## The band gap of PbTe in a squeezed rock-salt cell

How large is the gap of rock-salt PbTe when the cell is squeezed one step beyond the smallest volume whose gap is known, and does it stay direct? The cell in question has 29.682 Å³ per atom, 12 % less than the given cell at 33.730 Å³ per atom. In the table, "gap on mesh" is the distance from the highest filled to the lowest empty level over all sampled wave vectors. "Direct gap on mesh" is the smallest such distance at a single wave vector.

Rock-salt PbTe at six fixed volumes, computed with Quantum ESPRESSO 7.5 using the PBEsol functional without spin–orbit coupling, scalar-relativistic PseudoDojo 0.4.1 standard pseudopotentials and a plane-wave cutoff of 1088 eV. The self-consistent density uses an 8 × 8 × 8 k mesh, and the gaps are taken from levels on a 4 × 4 × 4 mesh.

| volume (Å³/atom) | shortest distance (Å) | gap on mesh (eV) | direct gap on mesh (eV) |
| --- | --- | --- | --- |
| 29.682 | 3.096 | ? | ? |
| 31.031 | 3.142 | 0.472 | 0.472 |
| 32.380 | 3.187 | 0.579 | 0.579 |
| 33.730 | 3.231 | 0.670 | 0.670 |
| 35.079 | 3.274 | 0.748 | 0.748 |
| 36.428 | 3.315 | 0.814 | 0.814 |

In the five known rows the gap grows as the cell expands, and each step of volume adds less than the one before. A fair measure of this response is the slope of the gap against the logarithm of the volume, called a deformation potential. It falls from 2.51 eV between the two smallest known cells to 1.75 eV between the two largest. A forecast therefore has to say whether the slope keeps growing on compression, and that calls for a cause.

### Which level responds to volume

The level lists at 31.031 and 35.079 Å³ per atom place both edges of the gap at the same point, called L. There the phase of the electron wave advances by a quarter turn from each atom to the next along every row of alternating Pb and Te. Two Pb atoms on opposite sides of a Te atom then carry opposite signs, just as the two lobes of a Te 5p orbital do. The filled 6s orbitals of Pb can therefore couple strongly to Te 5p.

This coupling is selective. The 5p combination that points along the body diagonal meets all six Pb neighbours in step, while for the two combinations at right angles to it the contributions cancel. The Pb 6s level lies lower in energy, so it pushes the first combination up and leaves the other two as a pair that it does not disturb. The calculation gives no orbital weights, so these assignments rest on symmetry and on the known chemistry of PbTe.

The pair that Pb 6s leaves alone serves as a built-in control. At 31.031 Å³ per atom the valence edge, the highest filled level, stands 1.17 eV above its pair; at 35.079 Å³ per atom it stands only 0.74 eV above it. That descent alone would widen the gap by 0.43 eV. The actual widening is 0.28 eV, because the other two parts of the gap, the spacing between the filled and the empty pair and the position of the conduction edge relative to its own pair, together take back 0.15 eV.

A limiting case shows how much hangs on this one level. If the valence edge lay level with its pair, the gap at L would be 0.472 + 1.169 = 1.641 eV in the smaller of these two cells and 0.748 + 0.742 = 1.490 eV in the larger. That gap would then shrink on expansion, against the trend in the table. The comparison concerns L alone, because with the edge so low the highest filled level would lie at another point of the mesh. At L, where the computed gap lies, the volume response thus has its sign from the raised valence edge. Coupling between Te atoms is expected to work against it. From one Te layer to the next along the body diagonal the wave changes sign, so the p orbitals of the edge meet with lobes of equal sign, which lowers the edge relative to its pair. The push from Pb 6s should then be larger than the height seen, but its size cannot be read from the levels.

The reasoning carries over to related cases as a simple rule. Where the level pushed up by a neighbour is the filled edge, stretching the bonds relaxes it and opens the gap. Where the level pushed up is the empty edge, stretching closes the gap. Other shifts can oppose either tendency, as they do here.

### From the mechanism to a forecast

The limits of distance also suggest the shape of the curve. With the atoms far apart the repulsion between the levels fades, and so does its response to volume. With the atoms close together it climbs ever more steeply. The slope of the gap should therefore go on growing as the cell is squeezed.

The simplest formula for this takes a coupling that falls as $1/d^2$, where $d$ is the shortest distance. For levels well separated in energy the upward push goes as the square of the coupling, hence as $1/d^4$. A straight line in $1/d^4$, fitted to the five known rows, gives about 0.37 eV for the squeezed cell. It already bends too little among the known rows, so its value is probably too high.

The forecast rests instead on a local expansion that takes the bend from the calculation itself. With $V$ the volume, $V_0$ that of the given cell and $x=\ln(V/V_0)$, a slope that changes linearly with $x$ gives a gap $E$ that is quadratic in $x$. The fit to the five known rows is

$$E = 0.6702 + 2.111\,x - 3.16\,x^2 \quad\text{(in eV)}.$$

The middle coefficient means that 1 % more volume opens the gap of the given cell by about 0.02 eV. For the squeezed cell $x=\ln(29.682/33.730)=-0.12785$, and therefore

$$E = 0.6702 - 0.2699 - 0.0517 = 0.3486\ \text{eV}.$$

A trial of the same kind supports one step outward. Fitted without the row at 31.031 Å³ per atom, the quadratic gives 0.473 eV there, against a computed 0.472 eV. The forecast for the squeezed cell is thus 0.349 ± 0.006 eV, a range from 0.343 to 0.355 eV. The range allows for rounding in the table, which extrapolation magnifies, and for a small cubic term.

The gap should also remain direct on the mesh, with equal values in both columns. At 31.031 Å³ per atom the valence edge at L lies 0.49 eV above the best filled level elsewhere on the mesh, and the conduction edge lies 1.05 eV below the best empty one. One more step of compression is unlikely to overturn such margins. The mesh is coarse, however, and an edge that lies between its points would escape this comparison.

The withheld rows as computed:

| volume (Å³/atom) | shortest distance (Å) | gap on mesh (eV) | direct gap on mesh (eV) |
| --- | --- | --- | --- |
| 29.682 | 3.096 | 0.347 | 0.347 |

### What the computed value shows

Both forecasts hold. The computed gap is 0.347 eV, so the forecast is too high by 0.002 eV, well inside its range. A miss this small is what rounded input can produce after extrapolation, and it needs no physical explanation. The gap is direct on the mesh, and the slope has grown further, to 2.81 eV over the last step.

For practical strain estimates the lesson is to let the slope change with volume. The slope at the given cell, used unchanged, would predict 0.670 − 0.270 = 0.400 eV for the squeezed cell, which is 15 % above the computed gap. For volume changes of one or two per cent the straight line is good enough. At twelve per cent the bend matters. The printed output after this text gives the fits and their misses.

These are gaps of a calculation without spin–orbit coupling, and for Pb and Te that is a serious omission. The coupling is known to lower the gap of PbTe by some tenths of an electronvolt, as much as the gaps in this table. In the squeezed cells it could close the gap or exchange the two edges, after which further compression would open the gap again. The approximate functional adds an error of its own. The success of the forecast therefore shows that the computed curve is smooth, and it does not give the gap that a compressed crystal would have.

The $1/d^4$ line misses by more, as its weak bend had suggested: it gives 0.369 eV, which is 0.022 eV too high. Its slope against the logarithm of the volume varies as $V^{-4/3}$. From the middle of the first known interval to the middle of the last, that is a factor of $(31.7/35.8)^{4/3}\approx0.85$, a fall of 15 %. The computed slope falls by 30 %, from 2.51 to 1.75 eV. Level repulsion in this simple form thus gives the right direction but only about half of the bend.

The levels at L hint at where the other half comes from. From 31.031 to 35.079 Å³ per atom the height of the valence edge above its pair falls by 37 %, whereas a height proportional to $1/d^4$ would fall by 15 %. That need not mean that the push from Pb 6s itself fades so fast. The height is expected to be what remains of that push after the opposing coupling between Te atoms, and such a remainder can shrink by a larger share than the push does. The two opposing parts of the gap may also bend in their own way. Level lists at two volumes give the change of each part but not its curvature. The levels at L for a third volume would show which part bends.

Output of the analysis:

```
Gap slope per unit ln(volume) between neighbouring known rows, small to large volume, eV: 2.514, 2.228, 1.989, 1.749
fit of gap_on_mesh on 5 rows: constant 0.6702 +/- 0.0002, coefficient of u 2.111 +/- 0.0023, coefficient of u2 -3.16 +/- 0.049; rms 0.000186, worst 32.38 -0.000325, leave-one-out rms 0.000709
  rows outside the fit (model, value, miss): 29.682 0.3486, 0.347, 0.00163
fit of gap_on_mesh on 5 rows: constant 2.256 +/- 0.036, coefficient of w -1.591 +/- 0.036; rms 0.00468, worst 36.428 0.00577, leave-one-out rms 0.0098
  rows outside the fit (model, value, miss): 29.682 0.3688, 0.347, 0.0218
fit of gap_on_mesh on 4 rows (vol > 31.5): constant 0.6701 +/- 7.1e-05, coefficient of u 2.105 +/- 0.0015, coefficient of u2 -3.048 +/- 0.03; rms 4.68e-05, worst 35.079 -6.4e-05, leave-one-out rms 0.000313
  rows outside the fit (model, value, miss): 29.682 0.3511, 0.347, 0.00409; 31.031 0.4733, 0.472, 0.00128
Valence edge above its p pair at L, volume 31.031, eV: 1.169
Valence edge above its p pair at L, volume 35.079, eV: 0.7419
Gap change from 31.031 to 35.079, eV: 0.276
Part of it from the valence edge sinking towards its pair, eV: 0.4272
Part of it from the conduction edge moving against its pair, eV: -0.07818
Part of it from the spacing of the two pairs, eV: -0.07253
Shrinkage of the distance from valence edge to its lower s-like partner, eV: 0.7243
Valence edge at L above the best other mesh point, volume 31.031, eV: 0.4941
Conduction edge at L below the best other mesh point, volume 31.031, eV: 1.048
Revealed gap slope per unit ln(volume) between the withheld row and 31.031, eV: 2.812
Revealed direct gap less gap in the withheld row, eV: 0
```
